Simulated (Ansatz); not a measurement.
The system is Ge.

```
Ge
1.0
     0.00000    2.82891    2.82891
     2.82891    0.00000    2.82891
     2.82891    2.82891    0.00000
Ge
2
Direct
  0.75000 0.75000 0.75000
  0.50000 0.50000 0.50000
```

Base run:

```yaml
Program: Ansatz 0.2.0
Functional: r2SCAN
Potentials_or_basis: Ansatz PAW
Cutoff: "500 eV (not typed: the program's choice for these potentials)"
k_mesh: 8 × 8 × 8
Occupations: gaussian, width 0.05 eV
Spin: no spin polarisation
```

Its results: band gap on the k mesh 0.44 eV, direct; pressure 0.6 GPa.

**Question.** After a change of settings the same cell gave: band gap on the k mesh 0.14 eV, direct; pressure 5.4 GPa. Which change was it?
A. occupations from gaussian, width 0.05 eV to fermi-dirac, width 0.05 eV
B. functional from r2SCAN to LDA; cutoff from 500 eV (not typed: the program's choice for these potentials) to 420 eV (not typed: the program's choice for these potentials); occupations from gaussian, width 0.05 eV to fermi-dirac, width 0.05 eV
C. functional from r2SCAN to RPBE; cutoff from 500 eV (not typed: the program's choice for these potentials) to 420 eV (not typed: the program's choice for these potentials); occupations from gaussian, width 0.05 eV to gaussian, width 0.1 eV
D. functional from r2SCAN to BLYP; cutoff from 500 eV (not typed: the program's choice for these potentials) to 420 eV (not typed: the program's choice for these potentials); occupations from gaussian, width 0.05 eV to fermi-dirac, width 0.05 eV

**Answer.** C.

Caveats: the PAW data sets come from PBE, with cores solved anew for the run's functional, which leaves a small shift of forces and pressure.

Runs at the PBE level aren't shown here.
